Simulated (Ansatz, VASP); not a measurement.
# Si10HF (F-terminated Si(111)): VASP beside Ansatz

Aim: how closely do two programs agree when they are given the same cell, functional and k mesh? The structure shown is the end of the VASP relaxation below.

Method: plane waves, with VASP 6.6.1 beside it; single point at PBE and band structure at PBE, in Ansatz 0.2.0.

## (1) Set-up

The cell holds 12 atoms: 10 Si, 1 H and 1 F. Cell: a = 3.868 Å, b = 3.868 Å, c = 32.551 Å, α = 90.0°, β = 90.0°, γ = 60.0°. It derives from Si. As first built, before any earlier steps moved the atoms (in the runner's words): 10 layers of Si at this functional's lattice, F on top and H below. Vacuum lies along c.

Structure file:

```xyz
12
Lattice="3.8677 0.0000 0.0000 1.9338 3.3495 0.0000 0.0000 0.0000 32.5512" Properties=species:S:1:pos:R:3
Si    1.9338    1.1165    9.4964
Si    3.8677    2.2330   10.2592
Si    3.8677    2.2330   12.6249
Si    0.0000    0.0000   13.4175
Si    0.0000    0.0000   15.7889
Si    1.9338    1.1165   16.5836
Si    1.9338    1.1165   18.9546
Si    3.8677    2.2330   19.7448
Si    3.8677    2.2330   22.1179
Si    0.0000    0.0000   22.8750
H     1.9338    1.1165    7.9925
F     0.0000    0.0000   24.5017
```

## (2) VASP: relaxation, PBE

This run makes the geometry at which the two programs are then compared.

Lines of VASP's logs that name or quote its potential files are left out, and so is its time.

Input file INCAR:

```
SYSTEM = Si10HF
PREC = Normal
ENCUT = 440
EDIFF = 1E-05
NELM = 120
ISMEAR = 0
SIGMA = 0.03
LREAL = .FALSE.
ALGO = Fast
GGA = PE
NBANDS = 36
LORBIT = 11
LWAVE = .FALSE.
LCHARG = .FALSE.
KPAR = 4
IBRION = 2
NSW = 60
ISIF = 2
EDIFFG = -0.03
POTIM = 0.4
MAXMIX = 40
IDIPOL = 3
LDIPOL = .TRUE.
DIPOL = 0.5 0.5 0.498
```

Input file POSCAR:

```
Si10HF
1.0
    3.8676508605      0.0000000000      0.0000000000
    1.9338254302      3.3494838981      0.0000000000
    0.0000000000      0.0000000000     32.5511757411
Si H F
10 1 1
Direct
    0.3333333300      0.3333333300      0.2909265100
    0.6666666700      0.6666666700      0.3151800400
    0.6666666700      0.6666666700      0.3879406300
    0.0000000000      0.0000000000      0.4121941600
    0.0000000000      0.0000000000      0.4849547500
    0.3333333300      0.3333333300      0.5092082800
    0.3333333300      0.3333333300      0.5819688700
    0.6666666700      0.6666666700      0.6062224000
    0.6666666700      0.6666666700      0.6789830000
    0.0000000000      0.0000000000      0.7032365300
    0.3333333300      0.3333333300      0.2457668500
    0.0000000000      0.0000000000      0.7542331500
```

Input file KPOINTS:

```
Automatic mesh
0
Gamma
9 9 1
0 0 0
```

The projector-augmented-wave data sets are Si, H and F (PBE family, release 64).

Started as:

```console
> mpirun -np 4 vasp_std
```

Numbers of over 12 decimals in the logs are rounded to 6 here.

Log:

```text
[banner, memory and clock lines left out]
running    4 mpi-ranks, on    1 nodes
 distrk:  each k-point on    1 cores,    4 groups
 distr:  one band on    1 cores,    1 groups

 POSCAR found type information on POSCAR SiH F
 POSCAR found :  3 types and      12 ions
 LDA part: xc-table for (Slater+PW92), standard interpolation
 POSCAR, INCAR and KPOINTS ok, starting setup
 FFT: planning ... GRIDC
 FFT: planning ... GRID_SOFT
 FFT: planning ... GRID
 WAVECAR not read
 entering main loop
       N       E                     dE             d eps       ncg     rms          rms(c)
DAV:   1     0.223193902933E+03    0.22319E+03   -0.15725E+04   864   0.901E+02
DAV:   2    -0.384057353267E+02   -0.26160E+03   -0.24570E+03  1200   0.186E+02
DAV:   3    -0.637327875035E+02   -0.25327E+02   -0.24984E+02  1016   0.598E+01
DAV:   4    -0.644709959737E+02   -0.73821E+00   -0.73559E+00  1168   0.117E+01
DAV:   5    -0.645029672276E+02   -0.31971E-01   -0.31961E-01  1284   0.235E+00    0.125E+01
RMM:   6    -0.631333993176E+02    0.13696E+01   -0.31184E+00   864   0.639E+00    0.717E+00
RMM:   7    -0.627887218463E+02    0.34468E+00   -0.81406E-01   866   0.316E+00    0.237E+00
RMM:   8    -0.627726904550E+02    0.16031E-01   -0.20620E-01   895   0.176E+00    0.407E-01
RMM:   9    -0.627742724013E+02   -0.15819E-02   -0.32715E-02   926   0.768E-01    0.200E-01
RMM:  10    -0.627749237188E+02   -0.65132E-03   -0.11276E-02   979   0.414E-01    0.135E-01
RMM:  11    -0.627751610479E+02   -0.23733E-03   -0.28888E-03  1000   0.204E-01    0.638E-02
RMM:  12    -0.627750366078E+02    0.12444E-03   -0.88970E-04   888   0.117E-01    0.244E-02
RMM:  13    -0.627751425629E+02   -0.10596E-03   -0.25104E-04   948   0.562E-02    0.249E-02
RMM:  14    -0.627752576972E+02   -0.11513E-03   -0.89185E-05   768   0.363E-02    0.208E-02
RMM:  15    -0.627753428431E+02   -0.85146E-04   -0.36438E-05   665   0.209E-02    0.127E-02
RMM:  16    -0.627754631316E+02   -0.12029E-03   -0.33097E-05   658   0.187E-02    0.636E-03
RMM:  17    -0.627755042175E+02   -0.41086E-04   -0.97739E-06   597   0.106E-02    0.331E-03
RMM:  18    -0.627755515876E+02   -0.47370E-04   -0.86709E-06   595   0.852E-03    0.643E-03
RMM:  19    -0.627755729364E+02   -0.21349E-04   -0.21879E-06   513   0.568E-03    0.432E-03
RMM:  20    -0.627755888066E+02   -0.15870E-04   -0.20403E-06   441   0.457E-03    0.195E-03
RMM:  21    -0.627755919049E+02   -0.30983E-05   -0.44034E-07   359   0.344E-03
   1 F= -.62775592E+02 E0= -.62775592E+02  d E =-.627756E+02
[... from here on, the cycles between the ionic steps are left out ...]
   2 F= -.62786082E+02 E0= -.62786082E+02  d E =-.104896E-01
   3 F= -.62802686E+02 E0= -.62802686E+02  d E =-.270941E-01
   5 F= -.62806668E+02 E0= -.62806668E+02  d E =-.398166E-02
   6 F= -.62808477E+02 E0= -.62808477E+02  d E =-.180957E-02
   7 F= -.62808739E+02 E0= -.62808739E+02  d E =-.207135E-02
   8 F= -.62809265E+02 E0= -.62809265E+02  d E =-.525639E-03
   9 F= -.62809281E+02 E0= -.62809281E+02  d E =-.542067E-03
  10 F= -.62809676E+02 E0= -.62809676E+02  d E =-.394851E-03
  11 F= -.62809688E+02 E0= -.62809688E+02  d E =-.407104E-03
  12 F= -.62809704E+02 E0= -.62809704E+02  d E =-.422925E-03
  13 F= -.62809705E+02 E0= -.62809705E+02  d E =-.424129E-03
  14 F= -.62809869E+02 E0= -.62809869E+02  d E =-.164254E-03
  15 F= -.62809907E+02 E0= -.62809907E+02  d E =-.201969E-03
  16 F= -.62810037E+02 E0= -.62810037E+02  d E =-.130094E-03
  17 F= -.62810062E+02 E0= -.62810062E+02  d E =-.155020E-03
  18 F= -.62810069E+02 E0= -.62810069E+02  d E =-.161411E-03
 curvature:  -1.00 expect dE=-0.151E-03 dE for cont linesearch -0.114E-05
 trial: gam= 1.01661 g(F)=  0.152E-03 g(S)=  0.000E+00 ort = 0.210E-04 (trialstep = 0.810E+00)
 search vector abs. value=  0.593E-03
 bond charge predicted
       N       E                     dE             d eps       ncg     rms          rms(c)
DAV:   1    -0.628101238658E+02   -0.59490E-04   -0.13502E-02   880   0.589E-01    0.278E-02
RMM:   2    -0.628101553788E+02   -0.31513E-04   -0.42090E-04   939   0.983E-02    0.419E-02
RMM:   3    -0.628101676476E+02   -0.12269E-04   -0.78292E-05   763   0.432E-02    0.163E-02
RMM:   4    -0.628101646954E+02    0.29523E-05   -0.20132E-05   592   0.214E-02
  19 F= -.62810165E+02 E0= -.62810165E+02  d E =-.961177E-04
 trial-energy change:   -0.000096  1 .order   -0.000096   -0.000140   -0.000052
 step:   1.2944(harm=  1.2944)  dis= 0.00224  next Energy=   -62.810181 (dE=-0.112E-03)
 reached required accuracy - stopping structural energy minimisation
```

From OUTCAR (step 2):

```text
ion  position               nearest neighbor table
   1  0.333  0.333  0.291-  11 1.47   2 2.37   2 2.37   2 2.37
   2  0.667  0.667  0.315-   3 2.37   1 2.37   1 2.37   1 2.37
   3  0.667  0.667  0.388-   2 2.37   4 2.37   4 2.37   4 2.37
   4  0.000  0.000  0.412-   5 2.37   3 2.37   3 2.37   3 2.37
   5  0.000  0.000  0.485-   4 2.37   6 2.37   6 2.37   6 2.37
   6  0.333  0.333  0.509-   7 2.37   5 2.37   5 2.37   5 2.37
   7  0.333  0.333  0.582-   6 2.37   8 2.37   8 2.37   8 2.37
   8  0.667  0.667  0.606-   7 2.37   7 2.37   7 2.37   9 2.37
   9  0.667  0.667  0.679-  10 2.37  10 2.37  10 2.37   8 2.37
  10  0.000  0.000  0.703-  12 1.66   9 2.37   9 2.37   9 2.37
  11  0.333  0.333  0.246-   1 1.47
  12  0.000  0.000  0.754-  10 1.66

  LATTYP: Found a hexagonal cell.
 ALAT       =     3.8676508604
 C/A-ratio  =     8.4162653031

 Subroutine GETGRP returns: Found  6 space group operations
 (whereof  6 operations were pure point group operations)

The static configuration has the point symmetry C_3v.

 Found     12 irreducible k-points:

   k-points           NKPTS =     12   k-points in BZ     NKDIM =     12   number of bands    NBANDS=     36

   dimension x,y,z NGX =    20 NGY =   20 NGZ =  168
   dimension x,y,z NGXF=    40 NGYF=   40 NGZF=  336

   ENCUT  =  440.0 eV  32.34 Ry    5.69 a.u.   6.62  6.62 55.67*2*pi/ulx,y,z

   NELECT =      48.0000    total number of electrons

 k-points in reciprocal lattice and weights: Automatic mesh
   0.00000000  0.00000000  0.00000000       0.012
   0.11111111  0.00000000  0.00000000       0.074
   0.22222222  0.00000000  0.00000000       0.074
   0.33333333  0.00000000  0.00000000       0.074
   0.44444444  0.00000000  0.00000000       0.074
   0.22222222  0.11111111  0.00000000       0.074
   0.33333333  0.11111111  0.00000000       0.148
   0.44444444  0.11111111  0.00000000       0.148
  -0.44444444  0.11111111  0.00000000       0.074
   0.44444444  0.22222222  0.00000000       0.074
  -0.44444444  0.22222222  0.00000000       0.148
  -0.33333333  0.33333333  0.00000000       0.025

 dipolmoment           0.000000      0.000000      0.148027 electrons x Angstroem

 average (electrostatic) potential at core
       1 -89.0410       2 -89.0331       3 -89.1117       4 -89.1127       5 -89.1074
       6 -89.1099       7 -89.1137       8 -89.1395       9 -88.7839      10 -89.5213
      11 -36.5823      12 -80.2102

 E-fermi :   0.1287

 k-point     1 :       0.0000    0.0000    0.0000
  band No.  band energies     occupation
    ...
     20      -0.6109      2.00000
     21      -0.2643      2.00000
     22      -0.2643      2.00000
     23      -0.0141      2.00000
     24      -0.0140      2.00000
     25       1.4861      0.00000
     26       1.6088      0.00000
     27       1.8296      0.00000
     28       2.1712      0.00000
     29       2.4558      0.00000
    ...

 k-point     2 :       0.1111    0.0000    0.0000
  band No.  band energies     occupation
    ...
     20      -1.0085      2.00000
     21      -0.8443      2.00000
     22      -0.7608      2.00000
     23      -0.4563      2.00000
     24      -0.1863      2.00000
     25       1.9782      0.00000
     26       2.1992      0.00000
     27       2.2467      0.00000
     28       2.4407      0.00000
     29       2.7519      0.00000
    ...

 k-point     3 :       0.2222    0.0000    0.0000
  band No.  band energies     occupation
    ...
     20      -1.7268      2.00000
     21      -1.3241      2.00000
     22      -1.0546      2.00000
     23      -0.8896      2.00000
     24      -0.5897      2.00000
     25       1.4555      0.00000
     26       1.6993      0.00000
     27       1.9990      0.00000
     28       2.3707      0.00000
     29       2.6177      0.00000
    ...

  Total       -0.0794241     -0.0794241     -0.8125824      0.0000000      0.0000000     -0.0000000
  in kB       -0.3017667     -0.3017667     -3.0873523      0.0000000      0.0000000     -0.0000000
  external PRESSURE =      -1.2302952 kB  Pullay stress =       0.0000000 kB

  energy-cutoff  :      440.00
  volume of cell :      421.69
      direct lattice vectors                 reciprocal lattice vectors
     3.867650860  0.000000000  0.000000000     0.258554879 -0.149276729  0.000000000
     1.933825430  3.349483898  0.000000000     0.000000000  0.298553458  0.000000000
     0.000000000  0.000000000 32.551175741     0.000000000  0.000000000  0.030720857

 POSITION                                       TOTAL-FORCE (eV/Angst)
 -----------------------------------------------------------------------------------
      1.93383      1.11649      9.49641        -0.000000     -0.000000      0.021358
      3.86765      2.23299     10.25917        -0.000000     -0.000000     -0.002434
      3.86765      2.23299     12.62491        -0.000000     -0.000000      0.017769
      0.00000      0.00000     13.41750        -0.000000     -0.000000      0.013076
      3.86765      0.00000     15.78889        -0.000000     -0.000000      0.010756
      1.93383      1.11649     16.58362        -0.000000     -0.000000     -0.015305
      1.93383      1.11649     18.95462        -0.000000     -0.000000     -0.022574
      3.86765      2.23299     19.74483        -0.000000     -0.000000      0.008210
      3.86765      2.23299     22.11787        -0.000000     -0.000000     -0.012781
      1.93383      3.34948     22.87497         0.000000      0.000000     -0.017044
      1.93383      1.11649      7.99253        -0.000000     -0.000000     -0.008496
      0.00000      0.00000     24.50174        -0.000000     -0.000000      0.007465
 -----------------------------------------------------------------------------------
    total drift:                                0.000364      0.000210      0.005245

  FREE ENERGIE OF THE ION-ELECTRON SYSTEM (eV)
  ---------------------------------------------------
  free  energy   TOTEN  =       -62.8101646954 eV

  energy  without entropy=      -62.8101646954  energy(sigma->0) =      -62.81016470

 reached required accuracy - stopping structural energy minimisation

 vacuum level on the upper side and lower side of the slab         6.550         4.454

 total charge
# of ion       s       p       d       tot
------------------------------------------
    1        0.742   0.957   0.000   1.699
    2        0.746   0.945   0.000   1.691
    3        0.749   0.929   0.000   1.678
    4        0.750   0.927   0.000   1.677
    5        0.751   0.926   0.000   1.677
    6        0.751   0.926   0.000   1.676
    7        0.751   0.926   0.000   1.677
    8        0.750   0.925   0.000   1.675
    9        0.753   0.960   0.000   1.713
   10        0.735   0.894   0.000   1.629
   11        0.558   0.013   0.000   0.571
   12        1.764   4.373   0.000   6.137
--------------------------------------------------
tot          9.801  13.700   0.000  23.501

[... 3 further parts left out ...]
```

CONTCAR:

```
Si10HF
   1.00000000000000
     3.8676508605000000    0.0000000000000000    0.0000000000000000
     1.9338254302000000    3.3494838980999999    0.0000000000000000
     0.0000000000000000    0.0000000000000000   32.5511757411000033
  Si              H               F
    10     1     1
Direct
     0.3333333300000021    0.3333333300000021    0.2917377086739489
     0.6666666699999979    0.6666666699999979    0.3151704896439677
     0.6666666699999979    0.6666666699999979    0.3878479085969536
     0.0000000000000000    0.0000000000000000    0.4121970856959237
     1.0000000000000000    0.0000000000000000    0.4850481871296989
     0.3333333300000021    0.3333333300000021    0.5094629977551036
     0.3333333300000021    0.3333333300000021    0.5823020990583044
     0.6666666699999979    0.6666666699999979    0.6065779981224448
     0.6666666699999979    0.6666666699999979    0.6794799372020316
     0.0000000000000000    1.0000000000000000    0.7027387778712316
     0.3333333300000021    0.3333333300000021    0.2455375112508958
     0.0000000000000000    0.0000000000000000    0.7527144689994973
```

The run keeps the 6 symmetry operations of its start, so it cannot find a distortion of lower symmetry.

(Continued in part 2 of 3.)

[Lines on the potential files, build, host, timing and source positions are cut from VASP's logs without a mark.]

[Logs are printed without paths, hosts, clocks, repeated set-up lines and the standing remarks that a program may print on its own settings, such as how far it seeks lower states.]

[Hosts, paths, dates, database ids (printed as entryN), source tags and the programs' standing remarks are cut or masked in the printed files.]
